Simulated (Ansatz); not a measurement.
# Iridium, bcc under r²SCAN: structure, energy and stiffness

Aim: take iridium in the bcc structure, relax it, solve it on a dense k-mesh, switch on spin-orbit coupling, then scale the cell to 7 volumes from 88 to 112 % of the relaxed one and try a fit of the equation of state. The k-meshes are 14×14×14 for the relaxation; 23×23×23 for the dense run; 14×14×14 for spin-orbit coupling; 16×16×16 for the volumes.

This is Ir in the bcc structure; at room conditions it is fcc.

Computed with Ansatz 0.2.0 (DFT r2SCAN, plane waves (500 eV) with PAW, scalar-relativistic; PAW files made under PBE, frozen cores solved again for the functional, unless a step says otherwise).

## 1. The system as given

Symmetry: Im-3m, No. 229, cubic system. The conventional cell has a = 3.047 Å, b = 3.047 Å, c = 3.047 Å, α = 90.00°, β = 90.00°, γ = 90.00°. Ir (site symmetry m-3m) has 8 Ir at 2.64 Å as nearest neighbours.

Structure file:

```
CELL_PARAMETERS angstrom
-1.52367 1.52367 1.52367
1.52367 -1.52367 1.52367
1.52367 1.52367 -1.52367
ATOMIC_POSITIONS crystal
Ir 0.00000 0.00000 0.00000
```

## 2. Geometry optimisation

input.yaml

```yaml
crystal:
  lattice:
    - [-1.5236668997, 1.5236668997, 1.5236668997]
    - [1.5236668997, -1.5236668997, 1.5236668997]
    - [1.5236668997, 1.5236668997, -1.5236668997]
  atoms:
    - { symbol: Ir, position: [0.0, 0.0, 0.0] }
hamiltonian:
  xc: r2scan
  pseudopotentials:
    kind: paw
    azcp:
      Ir: "pseudopotentials/Ir.paw.azcp"
basis:
  ecutwfc: 500
  fft_grid_basis: typed
kpoints:
  mp_grid: { grid: [14, 14, 14], shift: [0, 0, 0] }
magnetization:
  spin_polarized: false
scf:
  occupations: { method: fermi_dirac, width: 0.1 }
relax:
  max_steps: 60
  f_tol: 0.01
  cell: {}
output:
  write_density: true
  write_potential: true
  elf: true
  volumetric_format: npy
```

Launch:

```console
> ansatz run input.yaml --threads 1 --pin off --max-ram 3584MiB --backend cpu --events-out ev --progress --plain --runs-dir out
```

The log of the run:

```text
Engine: ansatz 0.2.0, x86_64-unknown-linux-gnu
Pseudopotentials: kind: paw
Pseudopotential: Ir, paw, valence charge 17, recommended cutoff 500 eV (meta_gga), <dir>
Functional definition: r2SCAN
  parameter k0 = 0.174
  parameter k1 = 0.065
  parameter a1 = 4.9479
  exchange = r2scan_x(k0 = k0, k1 = k1, a1 = a1)
  correlation = r2scan_c
Crystal: 1 atoms, lattice volume = 14.149 Å³
Basis set: ecut = 500 eV, 369 PW (Γ), exchange–correlation on 80×80×80 points (64 copies of the dense FFT grid, shifted against one another)
Bands: 13, of which v1, the nominal top of the filled ones, is band 9 counted from 1 (8 counted from 0)
Symmetry: 48 space group operations
Space group: Im-3m (ITA 229), of the structure as read, at distance tolerance 2.4e-5 Å
k-points: 104 of 2744
Non-local potential: Ir, projectors of the file, l = 0: 3, l = 1: 2, l = 2: 2, l = 3: 1
PAW form: soft (Blöchl's): semilocal exchange-correlation on the pseudo side does not see the compensation charge
PAW frozen core: Ir, regenerated for the run's functional (the file was generated under x = pbe(κ = 0.804, μ = 0.2195149727645171), c = pbe(β = 0.06672455060314922))
PAW one-centre angular grid: Ir, 590 points (default); XC on 160 Gauss nodes
Initial density: superposition of atomic densities (neutral atoms: chi_scale 0, normalization atom), corrected by the library's trained network
Initial wavefunctions: pseudopotential atomic-orbital guess
Functional: x = r2scan, c = r2scan; τ floored in thin density (d = 2e-4 eV/Å³)
SCF iter   1: F=—  HF=-11948.021809 eV  |F-HF|=—  |Δ(HF+E_count)|=         —  Δρ=1.39e-2  dr2=1.57e-2  dr2_τ=4.09e-2  ethr=1.77e-3  ⟨swp⟩=5.0  Hψ=7738  notcnv=0
preconditioner: auto → none  [metal: Δε(μ)=0.011 eV  Ē_g=14.757 eV  σ=0.100 eV  W_gap=0.03  n_scr=0 (ndim 8)  ℏωp=29.6 eV  f_vac=0.000  D(μ)=2.07/eV (n_scr^D=42)]
SCF iter   2: F=—  HF=-11948.045945 eV  |F-HF|=—  |Δ(HF+E_count)|=   2.41e-2  Δρ=5.57e-3  dr2=1.04e-3  dr2_τ=8.01e-4  ethr=9.23e-5  ⟨swp⟩=2.5  Hψ=3167  notcnv=0
SCF iter   3: F=—  HF=-11948.046638 eV  |F-HF|=—  |Δ(HF+E_count)|=   6.93e-4  Δρ=2.03e-3  dr2=1.34e-4  dr2_τ=2.46e-5  ethr=6.14e-6  ⟨swp⟩=2.0  Hψ=1704  notcnv=0
SCF iter   4: F=—  HF=-11948.046772 eV  |F-HF|=—  |Δ(HF+E_count)|=   1.34e-4  Δρ=1.66e-4  dr2=2.23e-6  dr2_τ=2.18e-7  ethr=7.88e-7  ⟨swp⟩=2.1  Hψ=1875  notcnv=0
SCF iter   5: F=—  HF=-11948.046773 eV  |F-HF|=—  |Δ(HF+E_count)|=   8.89e-7  Δρ=7.10e-5  dr2=6.67e-7  dr2_τ=9.01e-8  ethr=1.31e-8  ⟨swp⟩=2.0  Hψ=2150  notcnv=0
SCF iter   6: F=-11948.046772 eV  HF=-11948.046772 eV  |F-HF|=2.69e-8  |Δ(HF+E_count)|=   1.95e-7  Δρ=1.72e-5  dr2=4.02e-8  dr2_τ=1.16e-9  ethr=5.88e-10  ⟨swp⟩=5.7  Hψ=7483  notcnv=0
SCF 1 converged in 6 iterations: F = -11948.046772 eV  dr2 = 4.02e-8
relax step   1: F+E_penalty+E_count = -11948.04677242 eV  Δ(F+E_penalty+E_count) = +0.000e0 eV  max|allowed force component| = 0.000e0 eV/Å  Δτ_max = 0.0000 Å  P = +14.686 GPa  Ω = 14.149 Å³  (6 SCF iters, dr2 threshold 1.00e-7 eV, accepted)
Crystal: 1 atoms, lattice volume = 15.717 Å³
Basis set: ecut = 500 eV, 381 PW (Γ), exchange–correlation on 80×80×80 points (64 copies of the dense FFT grid, shifted against one another)
Initial density: handed on by an earlier stage of this run
Initial wavefunctions: those handed on with the density
iter 1 solved again at ethr=1.10e-4 eV; its pass at ethr=3.10e-3 eV (dr2=1.87e-2 eV) is discarded
SCF iter   1: F=—  HF=-11947.619847 eV  |F-HF|=—  |Δ(HF+E_count)|=         —  Δρ=1.09e-2  dr2=1.90e-2  dr2_τ=3.96e-1  ethr=1.10e-4  ⟨swp⟩=1.0  Hψ=9266  notcnv=0
preconditioner: auto → none  [metal: Δε(μ)=0.015 eV  Ē_g=13.402 eV  σ=0.100 eV  W_gap=0.04  n_scr=0 (ndim 8)  ℏωp=28.1 eV  f_vac=0.000  D(μ)=2.34/eV (n_scr^D=42)]
SCF iter   2: F=—  HF=-11948.015333 eV  |F-HF|=—  |Δ(HF+E_count)|=   3.95e-1  Δρ=9.73e-3  dr2=1.48e-2  dr2_τ=5.23e-3  ethr=1.10e-4  ⟨swp⟩=2.0  Hψ=2575  notcnv=0
SCF iter   3: F=—  HF=-11948.010933 eV  |F-HF|=—  |Δ(HF+E_count)|=   4.40e-3  Δρ=4.16e-3  dr2=2.58e-3  dr2_τ=4.01e-4  ethr=8.71e-5  ⟨swp⟩=1.2  Hψ=2100  notcnv=0
SCF iter   4: F=—  HF=-11948.010308 eV  |F-HF|=—  |Δ(HF+E_count)|=   6.25e-4  Δρ=1.27e-3  dr2=2.56e-4  dr2_τ=3.30e-5  ethr=1.52e-5  ⟨swp⟩=2.3  Hψ=2075  notcnv=0
SCF iter   5: F=—  HF=-11948.010253 eV  |F-HF|=—  |Δ(HF+E_count)|=   5.49e-5  Δρ=6.79e-4  dr2=7.45e-5  dr2_τ=5.99e-6  ethr=1.51e-6  ⟨swp⟩=1.3  Hψ=1469  notcnv=0
SCF iter   6: F=—  HF=-11948.010235 eV  |F-HF|=—  |Δ(HF+E_count)|=   1.80e-5  Δρ=3.67e-4  dr2=2.16e-5  dr2_τ=2.20e-6  ethr=4.38e-7  ⟨swp⟩=1.0  Hψ=1377  notcnv=0
SCF iter   7: F=—  HF=-11948.010229 eV  |F-HF|=—  |Δ(HF+E_count)|=   5.40e-6  Δρ=1.79e-4  dr2=5.11e-6  dr2_τ=5.69e-7  ethr=1.27e-7  ⟨swp⟩=1.4  Hψ=1531  notcnv=0
SCF iter   8: F=—  HF=-11948.010228 eV  |F-HF|=—  |Δ(HF+E_count)|=   1.44e-6  Δρ=6.68e-5  dr2=7.13e-7  dr2_τ=8.32e-8  ethr=3.00e-8  ⟨swp⟩=2.1  Hψ=1812  notcnv=0
SCF iter   9: F=-11948.010228 eV  HF=-11948.010228 eV  |F-HF|=3.20e-8  |Δ(HF+E_count)|=   2.20e-7  Δρ=1.67e-5  dr2=4.39e-8  dr2_τ=5.21e-9  ethr=5.88e-10  ⟨swp⟩=5.6  Hψ=7411  notcnv=0
SCF 2 converged in 9 iterations: F = -11948.010228 eV  dr2 = 4.39e-8
relax step   2: F+E_penalty+E_count = -11948.01022758 eV  Δ(F+E_penalty+E_count) = +3.654e-2 eV  max|allowed force component| = 0.000e0 eV/Å  Δτ_max = 0.0000 Å  P = -18.370 GPa  Ω = 15.717 Å³  energy of the carried Pulay correction = -1.173e-3 eV  (9 SCF iters, dr2 threshold 1.00e-7 eV, rejected (line search))
Crystal: 1 atoms, lattice volume = 14.805 Å³
iter 1 solved again at ethr=8.84e-6 eV; its pass at ethr=3.10e-3 eV (dr2=1.50e-3 eV) is discarded
SCF iter   1: F=—  HF=-11947.972070 eV  |F-HF|=—  |Δ(HF+E_count)|=         —  Δρ=3.17e-3  dr2=1.40e-3  dr2_τ=1.23e-1  ethr=8.84e-6  ⟨swp⟩=1.0  Hψ=9807  notcnv=0
preconditioner: auto → none  [metal: Δε(μ)=0.012 eV  Ē_g=14.226 eV  σ=0.100 eV  W_gap=0.03  n_scr=0 (ndim 8)  ℏωp=29.0 eV  f_vac=0.000  D(μ)=2.19/eV (n_scr^D=42)]
SCF iter   2: F=—  HF=-11948.071313 eV  |F-HF|=—  |Δ(HF+E_count)|=   9.92e-2  Δρ=1.98e-3  dr2=5.16e-4  dr2_τ=2.21e-4  ethr=8.25e-6  ⟨swp⟩=2.0  Hψ=2704  notcnv=0
SCF iter   3: F=—  HF=-11948.071173 eV  |F-HF|=—  |Δ(HF+E_count)|=   1.40e-4  Δρ=7.82e-4  dr2=5.89e-5  dr2_τ=1.11e-5  ethr=3.03e-6  ⟨swp⟩=2.5  Hψ=1928  notcnv=0
SCF iter   4: F=—  HF=-11948.071201 eV  |F-HF|=—  |Δ(HF+E_count)|=   2.73e-5  Δρ=3.61e-4  dr2=1.91e-5  dr2_τ=2.07e-6  ethr=3.47e-7  ⟨swp⟩=2.0  Hψ=2152  notcnv=0
SCF iter   5: F=—  HF=-11948.071195 eV  |F-HF|=—  |Δ(HF+E_count)|=   5.85e-6  Δρ=1.71e-4  dr2=4.24e-6  dr2_τ=2.60e-7  ethr=1.13e-7  ⟨swp⟩=2.0  Hψ=1802  notcnv=0
SCF iter   6: F=—  HF=-11948.071195 eV  |F-HF|=—  |Δ(HF+E_count)|=   2.70e-7  Δρ=6.98e-5  dr2=6.84e-7  dr2_τ=5.36e-8  ethr=2.50e-8  ⟨swp⟩=2.1  Hψ=1871  notcnv=0
SCF iter   7: F=—  HF=-11948.071192 eV  |F-HF|=—  |Δ(HF+E_count)|=   2.92e-6  Δρ=2.58e-5  dr2=9.18e-8  dr2_τ=8.82e-9  ethr=4.02e-9  ⟨swp⟩=2.2  Hψ=1862  notcnv=0
SCF iter   8: F=—  HF=-11948.071192 eV  |F-HF|=—  |Δ(HF+E_count)|=   2.55e-8  Δρ=5.47e-6  dr2=4.08e-9  dr2_τ=4.12e-10  ethr=5.40e-10  ⟨swp⟩=2.3  Hψ=1881  notcnv=0
SCF iter   9: F=—  HF=-11948.071192 eV  |F-HF|=—  |Δ(HF+E_count)|=   1.14e-9  Δρ=4.89e-7  dr2=3.03e-11  dr2_τ=3.25e-12  ethr=2.40e-11  ⟨swp⟩=2.2  Hψ=1903  notcnv=0
SCF iter  10: F=-11948.071192 eV  HF=-11948.071192 eV  |F-HF|=0.00e0  |Δ(HF+E_count)|=  3.64e-12  Δρ=2.54e-8  dr2=2.80e-14  dr2_τ=8.19e-14  ethr=1.00e-12  ⟨swp⟩=5.0  Hψ=5059  notcnv=0
SCF 3 converged in 10 iterations: F = -11948.071192 eV  dr2 = 2.80e-14
relax step   3: F+E_penalty+E_count = -11948.07119211 eV  Δ(F+E_penalty+E_count) = -2.442e-2 eV  max|allowed force component| = 0.000e0 eV/Å  Δτ_max = 0.0000 Å  P = -1.775 GPa  Ω = 14.805 Å³  energy of the carried Pulay correction = -5.062e-4 eV  (10 SCF iters, accepted)
Crystal: 1 atoms, lattice volume = 14.726 Å³
iter 1 solved again at ethr=1.03e-7 eV; its pass at ethr=3.10e-3 eV (dr2=1.76e-5 eV) is discarded
SCF iter   1: F=—  HF=-11948.070772 eV  |F-HF|=—  |Δ(HF+E_count)|=         —  Δρ=3.57e-4  dr2=1.81e-5  dr2_τ=1.02e-3  ethr=1.03e-7  ⟨swp⟩=2.0  Hψ=8660  notcnv=0
preconditioner: auto → none  [metal: Δε(μ)=0.013 eV  Ē_g=14.222 eV  σ=0.100 eV  W_gap=0.03  n_scr=0 (ndim 8)  ℏωp=29.0 eV  f_vac=0.000  D(μ)=2.17/eV (n_scr^D=42)]
SCF iter   2: F=—  HF=-11948.071700 eV  |F-HF|=—  |Δ(HF+E_count)|=   9.28e-4  Δρ=2.77e-4  dr2=1.06e-5  dr2_τ=3.88e-6  ethr=1.03e-7  ⟨swp⟩=2.0  Hψ=2253  notcnv=0
SCF iter   3: F=—  HF=-11948.071697 eV  |F-HF|=—  |Δ(HF+E_count)|=   3.14e-6  Δρ=1.17e-4  dr2=1.69e-6  dr2_τ=2.62e-7  ethr=6.25e-8  ⟨swp⟩=2.1  Hψ=1825  notcnv=0
SCF iter   4: F=—  HF=-11948.071697 eV  |F-HF|=—  |Δ(HF+E_count)|=   1.37e-8  Δρ=5.14e-5  dr2=3.86e-7  dr2_τ=4.25e-8  ethr=9.96e-9  ⟨swp⟩=2.2  Hψ=2169  notcnv=0
SCF iter   5: F=-11948.071696 eV  HF=-11948.071697 eV  |F-HF|=6.92e-8  |Δ(HF+E_count)|=   8.95e-8  Δρ=2.59e-5  dr2=9.81e-8  dr2_τ=5.88e-9  ethr=5.88e-10  ⟨swp⟩=5.3  Hψ=7179  notcnv=0
SCF 4 converged in 5 iterations: F = -11948.071696 eV  dr2 = 9.81e-8
relax step   4: F+E_penalty+E_count = -11948.07169649 eV  Δ(F+E_penalty+E_count) = -5.044e-4 eV  max|allowed force component| = 0.000e0 eV/Å  Δτ_max = 0.0000 Å  P = -0.022 GPa  Ω = 14.726 Å³  energy of the carried Pulay correction = -4.465e-4 eV  (5 SCF iters, dr2 threshold 1.00e-7 eV, accepted)
Initial wavefunctions: pseudopotential atomic-orbital guess (no wavefunctions were taken with the density)
iter 1 solved again at ethr=8.69e-9 eV; its pass at ethr=3.10e-3 eV (dr2=1.48e-6 eV) is discarded
SCF iter   1: F=—  HF=-11948.072048 eV  |F-HF|=—  |Δ(HF+E_count)|=         —  Δρ=4.94e-4  dr2=1.56e-6  dr2_τ=5.82e-6  ethr=8.69e-9  ⟨swp⟩=2.9  Hψ=11167  notcnv=0
preconditioner: auto → none  [metal: Δε(μ)=0.012 eV  Ē_g=14.215 eV  σ=0.100 eV  W_gap=0.03  n_scr=0 (ndim 8)  ℏωp=29.0 eV  f_vac=0.000  D(μ)=2.17/eV (n_scr^D=42)]
SCF iter   2: F=—  HF=-11948.072147 eV  |F-HF|=—  |Δ(HF+E_count)|=   9.99e-5  Δρ=2.46e-4  dr2=2.93e-7  dr2_τ=3.40e-6  ethr=8.69e-9  ⟨swp⟩=2.1  Hψ=1909  notcnv=0
SCF iter   3: F=—  HF=-11948.072180 eV  |F-HF|=—  |Δ(HF+E_count)|=   3.29e-5  Δρ=1.08e-4  dr2=4.88e-8  dr2_τ=6.52e-7  ethr=1.72e-9  ⟨swp⟩=2.0  Hψ=1840  notcnv=0
SCF iter   4: F=—  HF=-11948.072188 eV  |F-HF|=—  |Δ(HF+E_count)|=   8.13e-6  Δρ=6.98e-6  dr2=3.27e-9  dr2_τ=7.99e-10  ethr=2.87e-10  ⟨swp⟩=2.0  Hψ=2174  notcnv=0
SCF iter   5: F=—  HF=-11948.072188 eV  |F-HF|=—  |Δ(HF+E_count)|=   1.52e-8  Δρ=6.98e-7  dr2=3.84e-11  dr2_τ=1.40e-11  ethr=1.92e-11  ⟨swp⟩=2.0  Hψ=2174  notcnv=0
SCF iter   6: F=-11948.072188 eV  HF=-11948.072188 eV  |F-HF|=3.64e-12  |Δ(HF+E_count)|=  8.37e-11  Δρ=8.49e-8  dr2=1.58e-13  dr2_τ=1.88e-13  ethr=1.00e-12  ⟨swp⟩=5.0  Hψ=5030  notcnv=0
SCF 5 converged in 6 iterations: F = -11948.072188 eV  dr2 = 1.58e-13
relax step   5: F+E_penalty+E_count = -11948.07218840 eV  Δ(F+E_penalty+E_count) = -4.919e-4 eV  max|allowed force component| = 0.000e0 eV/Å  Δτ_max = 0.0000 Å  P = +0.003 GPa  Ω = 14.726 Å³  stress off target by 2.82e-3 GPa  SCF on the basis re-selected at this cell (its energy is not comparable with the rows above)  (6 SCF iters)
basis re-selected at this cell: Δ(F+E_penalty+E_count) = -4.919e-4 eV, ΔP = +0.024 GPa vs the last step (what re-selecting the basis moved, of the pressure what is left beyond the Pulay correction that the steps carried, after the strain that the cell walked since its last selection, with what the two solves' SCF thresholds leave and, on support functions, any second-order correction that the steps lacked; it is no measure of the basis error at this ecutwfc). This SCF's stress stands 2.82e-3 GPa from its target on what of the cell is left free (relax.cell.stress_tol is 5.00e-2 GPa) and its largest allowed force component is 0.00e0 eV/Å (relax.f_tol is 1.00e-2 eV/Å): within both
SCF converged after 6 iterations
Free energy (F): -11948.072188 eV
Harris-Foulkes:  -11948.072188 eV  (|F-HF|=3.64e-12)
Internal energy: -11948.004323 eV  (E = F + TS)
E sigma→0 (E₀):  -11948.038256 eV
Entropy (-TS):   -0.067866 eV (-67.866 meV/atom)
Fermi energy:    24.058685 eV
--- Per-component energies (eV) ---
  E_band       = -116.214993
  E_kinetic    = 623.903489
  E_local      = -1116.163445  (includes V_loc(G=0)·N_el)
  E_nonlocal   = 74.805686
  E_hartree    = 426.757226
  E_xc         = -254.904483
  E_vxc        = -332.819164  (∫ρ·V_xc dr)
  E_paw        = -9250.075714  (= ΣΔE_a)
  E_vpaw       = -240.187464  (= ΣTr[D̂ρ^β])
  E_aug_tail   = -0.000026  (compensation charges beyond the density's cutoff)
  E_vtau       = 20.731472  (kinetic-family band-sum trace: ∫τ·v_τ [+ j·A + Jᵃ·Aᵃ] dr)
  E_ewald      = -2452.010163
  E_core_change = -0.316894  (= ΣΔE_core)
  E_smearing   = -0.067866  (= −TS)
  E_closure    = 0.000000  (closes the sum)
  Σ components = -11948.072188   (vs F -11948.072188, Δ=0.00e0)
--- Forces (eV/Å), atoms counted from 1 ---
  atom   1  Ir     0.00000000    -0.00000000    -0.00000000
  max |Σ_I F_I| component: 4.11e-32 eV/Å
--- Stress (GPa, compression-positive) ---
        0.002823       0.000000      -0.000000
        0.000000       0.002823       0.000000
        0.000000      -0.000000       0.002823
  P = ⅓ Tr σ = 0.0028 GPa (0.028 kbar)
--- Band table (eV; the first three rows and the last of 104) ---
  k-point 0: bands = ["-70.2905", "-26.1863", "-26.1863", "-26.1863", "13.2568", "20.4371", "20.4371", "20.4371", "23.5008", "23.5008", "41.1294", "41.1294", "41.1294"]
  k-point 1: bands = ["-70.2871", "-26.2252", "-26.1994", "-26.1863", "13.4986", "20.3274", "20.4294", "20.6469", "23.3528", "23.5080", "41.2702", "41.4580", "41.5028"]
  k-point 2: bands = ["-70.2776", "-26.3330", "-26.2356", "-26.1861", "14.1833", "20.0325", "20.3765", "21.2621", "23.0663", "23.5370", "41.4639", "42.0003", "42.5797"]
  k-point 103: bands = ["-70.1684", "-26.7350", "-26.7350", "-26.7350", "16.8996", "16.8996", "25.6724", "25.6724", "25.6724", "32.3087", "32.3087", "32.3087", "39.4901"]
--- Relaxed structure (4 steps of the walk, 3 accepted, 1 SCFs on fresh bases) ---
  F+E_penalty+E_count = -11948.07218840 eV   max|allowed force component| = 0.000e0 eV/Å   (the final SCF, on the basis selected at the relaxed cell)
  cell:  # Å, volume = 14.7262 Å³
    - [-1.544106676897457, 1.544106676897457, 1.544106676897457]
    - [1.544106676897457, -1.544106676897457, 1.544106676897457]
    - [1.544106676897457, 1.544106676897457, -1.544106676897457]
  atoms:
    - { symbol: Ir, position: [0.0, 0.0, 0.0] }
```

It took 22 s on 1 thread of Intel Xeon Platinum 8259CL at 2.50GHz (Skylake/Cascade Lake), shared host; peak memory 0.53 GiB.

The steps of the relaxation:

| step | energy change (meV/atom) | largest force (eV/Å) | pressure (GPa) | volume (Å³/atom) | accepted |
| --- | --- | --- | --- | --- | --- |
| 1 | 0.00 | 0.0000 | 14.69 | 14.149 | yes |
| 2 | 36.54 | 0.0000 | -18.37 | 15.717 | no |
| 3 | -24.42 | 0.0000 | -1.78 | 14.805 | yes |
| 4 | -24.92 | 0.0000 | -0.02 | 14.726 | yes |
| 5 | -25.42 | 0.0000 | 0.00 | 14.726 | yes |

Steps that repeat a cell are solved on a basis chosen anew, so their changes of energy are no gain of the relaxation.

Changes in the cell that was computed:

|  | before | after | change |
| --- | --- | --- | --- |
| a (Å) | 2.639 | 2.674 | +1.3 % |
| b (Å) | 2.639 | 2.674 | +1.3 % |
| c (Å) | 2.639 | 2.674 | +1.3 % |
| volume (Å³/atom) | 14.149 | 14.726 | +4.1 % |
| shortest distance (Å) | 2.639 | 2.674 | +1.3 % |
| space group (spins left aside) | Im-3m | Im-3m | same |

## 3. Dense single point

input.yaml

```yaml
crystal:
  lattice:
    - [-1.5441066769, 1.5441066769, 1.5441066769]
    - [1.5441066769, -1.5441066769, 1.5441066769]
    - [1.5441066769, 1.5441066769, -1.5441066769]
  atoms:
    - { symbol: Ir, position: [0.0, 0.0, 0.0] }
hamiltonian:
  xc: r2scan
  pseudopotentials:
    kind: paw
    azcp:
      Ir: "pseudopotentials/Ir.paw.azcp"
basis:
  ecutwfc: 500
  fft_grid_basis: typed
kpoints:
  mp_grid: { grid: [23, 23, 23], shift: [0, 0, 0] }
magnetization:
  spin_polarized: false
scf:
  occupations: { method: fermi_dirac, width: 0.1 }
```

Launch:

```console
> ansatz run input.yaml --threads 1 --pin off --max-ram 3584MiB --backend cpu --events-out ev --progress --plain --runs-dir out
```

The log of the run, cut to the lines that bear on the results:

```text
[...]
[... 3 set-up lines as earlier in the session ...]
[...]
Crystal: 1 atoms, lattice volume = 14.726 Å³
Basis set: ecut = 500 eV, 369 PW (Γ), exchange–correlation on 80×80×80 points (64 copies of the dense FFT grid, shifted against one another)
Bands: 13, of which v1, the nominal top of the filled ones, is band 9 counted from 1 (8 counted from 0)
[... 1 set-up line as earlier in the session ...]
Space group: Im-3m (ITA 229), of the structure as read, at distance tolerance 2.5e-5 Å
k-points: 364 of 12167
[...]
SCF iter   1: F=—  HF=-11948.047579 eV  |F-HF|=—  |Δ(HF+E_count)|=         —  Δρ=1.34e-2  dr2=1.57e-2  dr2_τ=3.54e-2  ethr=1.77e-3  ⟨swp⟩=5.0  Hψ=27432  notcnv=0
[...]
SCF iter   6: F=-11948.069337 eV  HF=-11948.069337 eV  |F-HF|=5.34e-8  |Δ(HF+E_count)|=   2.43e-7  Δρ=2.39e-5  dr2=8.12e-8  dr2_τ=2.45e-9  ethr=5.88e-10  ⟨swp⟩=1.1  Hψ=12436  notcnv=0
[...]
SCF converged after 6 iterations
Free energy (F): -11948.069337 eV
[...]
E sigma→0 (E₀):  -11948.034428 eV
Entropy (-TS):   -0.069818 eV (-69.818 meV/atom)
Fermi energy:    24.066156 eV
[...]
```

Run time: 10 s. Hardware: 1 thread of Intel Xeon Platinum 8259CL at 2.50GHz (Skylake/Cascade Lake), shared host; peak memory 0.54 GiB.

## 4. With spin-orbit coupling

input.yaml: that of step 3 with these lines changed.

```diff
@@ -10,3 +10,3 @@
   pseudopotentials:
-    kind: paw
+    kind: paw_fr
     azcp:
@@ -17,5 +17,6 @@
 kpoints:
-  mp_grid: { grid: [23, 23, 23], shift: [0, 0, 0] }
+  mp_grid: { grid: [14, 14, 14], shift: [0, 0, 0] }
 magnetization:
-  spin_polarized: false
+  noncollinear: true
+  spin_orbit: true
 scf:
```

Launch:

```console
> ansatz run input.yaml --threads 1 --pin off --max-ram 3584MiB --backend cpu --events-out ev --progress --plain --runs-dir out
```

The log of the run, cut to the lines that bear on the results:

```text
[...]
Pseudopotentials: kind: paw_fr
Pseudopotential: Ir, paw_fr, valence charge 17, recommended cutoff 500 eV (meta_gga), <dir>
[... 1 set-up line as earlier in the session ...]
[...]
non-collinear run that drives no moment, with spin-orbit: no starting moment large enough to seed its density (crystal.atoms[].spin), no starting occupations that ask for one, no magnetisation constraint and no magnetic field, so the semilocal B_xc is pinned to zero
Crystal: 1 atoms, lattice volume = 14.726 Å³
Basis set: ecut = 500 eV, 369 PW (Γ), exchange–correlation on 80×80×80 points (64 copies of the dense FFT grid, shifted against one another)
Bands: 26, of which v1, the nominal top of the filled ones, is band 17 counted from 1 (16 counted from 0)
Symmetry: 48 space group operations + 48 with time reversal
Magnetic group: BNS 229.141 (UNI 1643), of the structure as read, at distance tolerance 2.5e-5 Å
k-points: 104 of 2744
Projection manifold: j_resolved (fully-relativistic pseudo-atomic orbitals)
[...]
SCF iter   1: F=—  HF=-11923.276317 eV  |F-HF|=—  |Δ(HF+E_count)|=         —  Δρ=2.86e-2  dr2=6.25e-2  dr2_τ=5.07e-3  dr2_m=0.00e0 (ungated)  ethr=3.61e-4  |M|=0.00e0 ∫|m|=0.00e0 μB  |m|>n=0.0e0 m-floor=0.0e0 τ_xc=0.0e0  β_m=0.30  ⟨swp⟩=1.4  Hψ=8349  notcnv=0
[...]
SCF iter   7: F=-11923.308607 eV  HF=-11923.308607 eV  |F-HF|=5.47e-9  |Δ(HF+E_count)|=   7.86e-9  Δρ=1.21e-5  dr2=1.71e-8  dr2_τ=3.28e-10  dr2_m=0.00e0 (ungated)  ethr=5.88e-10  |M|=0.00e0 ∫|m|=0.00e0 μB  |m|>n=0.0e0 m-floor=0.0e0 τ_xc=0.0e0  ⟨swp⟩=2.0  Hψ=2666  notcnv=0
[...]
SCF converged after 7 iterations
Magnetization: |M| = 0.0000 μB,  M = (+0.0000, +0.0000, +0.0000) μB
Absolute magnetization: 0.0000 μB (∫|m|)
  site 0: m = (+0.0000, +0.0000, +0.0000) μB, |m| = 0.0000 μB  (R = 1.10 Å)
Free energy (F): -11923.308607 eV
[...]
E sigma→0 (E₀):  -11923.277058 eV
Entropy (-TS):   -0.063098 eV (-63.098 meV/atom)
Fermi energy:    24.193845 eV
[...]
```

Wall time 11 s (1 thread of Intel Xeon Platinum 8259CL at 2.50GHz (Skylake/Cascade Lake), shared host); peak memory 0.52 GiB.

With and without spin-orbit coupling:

|  | scalar-relativistic | with spin-orbit coupling |
| --- | --- | --- |
| k-mesh | 23×23×23 | 14×14×14 |
| gap on the mesh | none (levels filled in part) | none (levels filled in part) |

The meshes differ, so small differences between the columns need not come from spin-orbit coupling.

(Part 1 of 2 ends here.)
